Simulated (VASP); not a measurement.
# Lu (P6_3/mmc) in VASP: further runs

Runs on Lu. Level: LDA. Tasks: relaxation of shape and atoms at fixed volume.

Program: VASP 6.6.1. These are calculated values, not measurements. Logs are shortened: lines on timing, memory, paths and dates and some standing lists are left out, and cuts for length are marked.

**1. Starting point**

The structure is hexagonal, space group P6_3/mmc (No. 194). The conventional cell has a = 3.389 Å, b = 3.389 Å, c = 5.273 Å, α = 90.00°, β = 90.00°, γ = 120.00°. Lu (site symmetry -6m2) has 12 Lu at 3.28 to 3.39 Å as nearest neighbours.

**2. Relaxation of shape and atoms at fixed volume, LDA (a relaxed cell with its volume scaled by 0.98)**

INCAR reads:

```
SYSTEM = Lu
  PREC = Accurate
  ENCUT = 600
  EDIFF = 1E-7
  ISMEAR = 1
  SIGMA = 0.1
  LREAL = .False.
  LASPH = .True.
  NELM = 80
  ALGO = Fast
  ISIF = 4
  LWAVE = .False.
  LCHARG = .False.
  GGA = CA
  IBRION = 2
  NSW = 40
  EDIFFG = -0.01
```

KPOINTS reads:

```
regular mesh
0
Gamma
  12 12 7
  0 0 0
```

POSCAR reads:

```
Lu                                      
1.0
    3.3659301364      0.0000000000     -0.0000000000
   -1.6829650682      2.9149810056      0.0000000000
    0.0000000000      0.0000000000      5.2378878737
  Lu            
     2
Direct
     0.3333333332999970    0.6666666667000030    0.2500000000000000
     0.6666666667000030    0.3333333332999970    0.7500000000000000
```

Potentials or basis: VASP PAW PBE potentials, release 64 (Lu).

Run with:

```bash
cat potpaw_PBE.64/Lu/POTCAR > POTCAR
mpirun -np 1 vasp_std > vasp.out
```

OUTCAR:

```text
SYSTEM = Lu
   PREC = Accurate
   ENCUT = 600
   EDIFF = 1E-7
   ISMEAR = 1
   LREAL = .False.
   LASPH = .True.
   NELM = 80
   ISIF = 4
   GGA = CA
   IBRION = 2
   NSW = 40
   EDIFFG = -0.01

 ion  position               nearest neighbor table
   1  0.333  0.667  0.250-   2 3.26   2 3.26   2 3.26   2 3.26   2 3.26   2 3.26
   2  0.667  0.333  0.750-   1 3.26   1 3.26   1 3.26   1 3.26   1 3.26   1 3.26

  LATTYP: Found a hexagonal cell.
 ALAT       =     3.3659301364
 C/A-ratio  =     1.5561487201

  Lattice vectors:

 A1 = (   3.3659301364,   0.0000000000,   0.0000000000)
 A2 = (  -1.6829650682,   2.9149810056,   0.0000000000)
 A3 = (   0.0000000000,   0.0000000000,   5.2378878737)

Analysis of symmetry for initial positions (statically):
=====================================================================
 Subroutine PRICEL returns:
 Original cell was already a primitive cell.

 Routine SETGRP: Setting up the symmetry group for a
 hexagonal supercell.

 Subroutine GETGRP returns: Found 24 space group operations
 (whereof 12 operations were pure point group operations)
 out of a pool of 24 trial point group operations.

The static configuration has the point symmetry D_3d.
 The point group associated with its full space group is D_6h.

Analysis of symmetry for dynamics (positions and initial velocities):
=====================================================================
 Subroutine PRICEL returns:
 Original cell was already a primitive cell.

 Routine SETGRP: Setting up the symmetry group for a
 hexagonal supercell.

 Subroutine GETGRP returns: Found 24 space group operations
 (whereof 12 operations were pure point group operations)
 out of a pool of 24 trial point group operations.

The dynamic configuration has the point symmetry D_3d.
 The point group associated with its full space group is D_6h.

 Subroutine INISYM returns: Found 24 space group operations
 (whereof 12 operations are pure point group operations),
 and found     1 'primitive' translations

----------------------------------------------------------------------------------------

                                     Primitive cell

  volume of cell :      51.3922

  direct lattice vectors                    reciprocal lattice vectors
     3.365930136  0.000000000  0.000000000     0.297094699  0.171527704  0.000000000
[... 80 lines left out ...]
   ISPIN  =      1    spin polarized calculation?
   LNONCOLLINEAR =      F non collinear calculations
   LSORBIT =      F    spin-orbit coupling
   LASPH  =      T    aspherical Exc in radial PAW
   ENCUT  =  600.0 eV  44.10 Ry    6.64 a.u.   6.72  6.72 10.46*2*pi/ulx,y,z
   NELM   =     80;   NELMIN=  2; NELMDL= -5     # of ELM steps
   EDIFF  = 0.1E-06   stopping-criterion for ELM
   LREAL  =      F    real-space projection
   EDIFFG = -.1E-01   stopping-criterion for IOM
   NSW    =     40    number of steps for IOM
   IBRION =      2    ionic relax: 0-MD 1-quasi-New 2-CG
   NFREE  =      1    steps in history (QN), initial steepest desc. (CG)
   ISIF   =      4    stress and relaxation
   ISYM   =      2    0-nonsym 1-usesym 2-fastsym
   POTIM  = 0.5000    time-step for ionic-motion
   TEBEG  =    0.0;   TEEND  =   0.0 temperature during run
   PSTRESS=    0.0 pullay stress
   NELECT =      50.0000    total number of electrons
   NUPDOWN=      -1.0000    fix difference up-down
   EMIN   =  10.00;   EMAX   =-10.00  energy-range for DOS
   EFERMI =   0.00;   METHOD = LEGACY
   ISMEAR =     1;   SIGMA  =   0.10  broadening in eV -4-tet -1-fermi 0-gaus
   EFERMI_NEDOS =   21; number of points for ismear=-14 and -15
   IALGO  =     68    algorithm
   IMIX   =      4    mixing-type and parameters
     AMIX     =   0.40;   BMIX     =  1.00
     AMIX_MAG =   1.60;   BMIX_MAG =  1.00
  volume/ion in A,a.u.               =      25.70       173.41
  Fermi-wavevector in a.u.,A,eV,Ry     =   1.622180  3.065477 35.803314  2.631469
  Thomas-Fermi vector in A             =   2.715836
   LORBIT       =      0    0 simple, 1 ext, 2 COOP (PROOUT), +10 PAW based schemes
   GGA     = CA    functional components
   LHFCALC =     F    Hartree Fock is set to
   AEXX    =    0.0000 exact exchange contribution
   IVDW    =     0    specifies the selected vdW correction
   LEPSILON=     F    determine dielectric tensor
   LRPA    =     F    only Hartree local field effects (RPA)
 conjugate gradient relaxation of ions
 non-spin polarized calculation
 RMM-DIIS sequential band-by-band and
 Methfessel and Paxton  Order N= 1 SIGMA  =   0.10
  energy-cutoff  :      600.00
  volume of cell :       51.39
 maximum number of plane-waves:      1737
 NGX is ok and might be reduce to    28
   NGX = 13   NGY = 13   NGZ = 21

 number of electron      49.9999984 magnetization

 Free energy of the ion-electron system (eV)
  ---------------------------------------------------
  ext. energy  EPLUGINS =         0.00000000
  ---------------------------------------------------
  free energy    TOTEN  =       -10.37779545 eV

  energy without entropy =      -10.37545382  energy(sigma->0) =      -10.37701491

 E-fermi :   2.4149     XC(G=0): -11.6141

 val. band max:        2.4091757877   @ k =   0.1667   0.0833   0.1429
 cond. band min:       2.4171969821   @ k =   0.3333   0.1667   0.4286
 fundamental gap:      0.0080211944
 Fermi energy:         2.4148520920

 k-point     1 :       0.0000    0.0000    0.0000
  band No.  band energies     occupation
      1     -53.2430      2.00000
      2     -53.1759      2.00000
      3     -24.5604      2.00000
      4     -23.8991      2.00000
      5     -23.8991      2.00000
      6     -23.7686      2.00000
[... 781 lines left out ...]
     29       4.6453      0.00000
     30       7.3941      0.00000

 [... further k-points ...]
[... 5 lines left out ...]
  --------------------------------------------------------------------------------------
  -------------------------------------------------------------------------------------
  Total        0.1621290      0.1621290      0.1833633      0.0000000      0.0000000      0.0000000
  in kB        5.0544550      5.0544550      5.7164455      0.0000000      0.0000000      0.0000000
  external PRESSURE =       5.2751185 kB  Pullay stress =       0.0000000 kB

 VOLUME and BASIS-vectors are now :
 -----------------------------------------------------------------------------
  energy-cutoff  :      600.00
  volume of cell :       51.39
      direct lattice vectors                 reciprocal lattice vectors
     3.365930136  0.000000000  0.000000000     0.297094699  0.171527704  0.000000000
    -1.682965068  2.914981006  0.000000000     0.000000000  0.343055409  0.000000000
     0.000000000  0.000000000  5.237887874     0.000000000  0.000000000  0.190916649

 POSITION                                       TOTAL-FORCE (eV/Angst)
 -----------------------------------------------------------------------------------
     -0.00000      1.94332      1.30947        -0.000000      0.000000      0.000000
      1.68297      0.97166      3.92842         0.000000     -0.000000      0.000000
 -----------------------------------------------------------------------------------
    total drift:                               -0.000000      0.000000     -0.000000

  FREE ENERGIE OF THE ION-ELECTRON SYSTEM (eV)
  ---------------------------------------------------
  free  energy   TOTEN  =       -10.3777954501 eV

  energy  without entropy=      -10.3754538236  energy(sigma->0) =      -10.37701491

 reached required accuracy - stopping structural energy minimisation
```

OSZICAR:

```text
N       E                     dE             d eps       ncg     rms          rms(c)
DAV:   1     0.251212674255E+03    0.25121E+03   -0.21088E+04  6464   0.594E+03
DAV:   2     0.203096514362E+02   -0.23090E+03   -0.22312E+03  4888   0.564E+02
DAV:   3    -0.773562775122E+01   -0.28045E+02   -0.27496E+02  6390   0.130E+02
[... 39 lines left out ...]
RMM:  43    -0.103777950203E+02   -0.15354E-06   -0.17493E-06  3228   0.399E-03    0.122E-02
RMM:  44    -0.103777951570E+02   -0.13668E-06   -0.15072E-06  3090   0.385E-03    0.123E-02
RMM:  45    -0.103777952726E+02   -0.11560E-06   -0.12830E-06  3312   0.375E-03    0.125E-02
RMM:  46    -0.103777953790E+02   -0.10642E-06   -0.11415E-06  3243   0.368E-03    0.128E-02
RMM:  47    -0.103777954501E+02   -0.71104E-07   -0.95789E-07  3073   0.360E-03
   1 F= -.10377795E+02 E0= -.10377015E+02  d E =-.103778E+02
```

Run time: 3.5 min. Hardware: 1 thread of Intel Xeon 6975P-C (Granite Rapids), shared host; peak memory 0.25 GiB.

Results:

```yaml
Free_energy: -10.3778 eV
Pressure_after_relaxing: 0.5 GPa
Band_gap_on_the_k_mesh: none (metal or under the smearing width)
```

Final structure:
```
Lu
1.0
     3.36593    0.00000    0.00000
    -1.68297    2.91498    0.00000
     0.00000    0.00000    5.23789
Lu
2
Direct
  0.33333 0.66667 0.25000
  0.66667 0.33333 0.75000
```

Caveat: the relaxation stopped at its first step, so nothing moved; the PAW data sets were made with another functional, which shifts forces and pressure a little. Spin-orbit coupling is left out, which matters for the levels of Lu.

**3. Relaxation of shape and atoms at fixed volume, LDA**

INCAR is that of step 2.

KPOINTS is that of step 2.

POSCAR reads:

```
Lu                                      
1.0
    3.3886735975      0.0000000000     -0.0000000000
   -1.6943367988      2.9346774206      0.0000000000
    0.0000000000      0.0000000000      5.2732800816
  Lu            
     2
Direct
     0.3333333332999970    0.6666666667000030    0.2500000000000000
     0.6666666667000030    0.3333333332999970    0.7500000000000000
```

Potentials or basis: VASP PAW PBE potentials, release 64 (Lu).

Run with:

```bash
cat potpaw_PBE.64/Lu/POTCAR > POTCAR
mpirun -np 1 vasp_std > vasp.out
```

It took 3.8 min on 1 thread of Intel Xeon 6975P-C (Granite Rapids), shared host; peak memory 0.26 GiB.

Results (log left out):

```yaml
Free_energy: -10.3815 eV
Pressure_after_relaxing: -0.3 GPa
Band_gap_on_the_k_mesh: none (metal or under the smearing width)
```

Final structure:
```xyz
2
Lattice="3.3887 0.0000 0.0000 -1.6943 2.9347 0.0000 0.0000 0.0000 5.2733" Properties=species:S:1:pos:R:3 pbc="T T T"
Lu    0.0000    1.9565    1.3183
Lu    1.6943    0.9782    3.9550
```

Levels at points of the mesh, in eV from the Fermi level:
| k point | band 23 | band 24 | band 25 | band 26 | band 27 | band 28 |
| --- | --- | --- | --- | --- | --- | --- |
| (0.00, 0.00, 0.00) | -4.73 | -2.60 | 1.20 | 2.16 | 2.16 | 2.69 |
| (0.50, 0.00, 0.00) | -2.41 | -1.60 | -1.03 | -0.16 | 1.78 | 1.80 |

Caveat: the relaxation stopped at its first step, so nothing moved; the PAW data sets were made with another functional, which shifts forces and pressure a little. Spin-orbit coupling is left out, which matters for the levels of Lu.
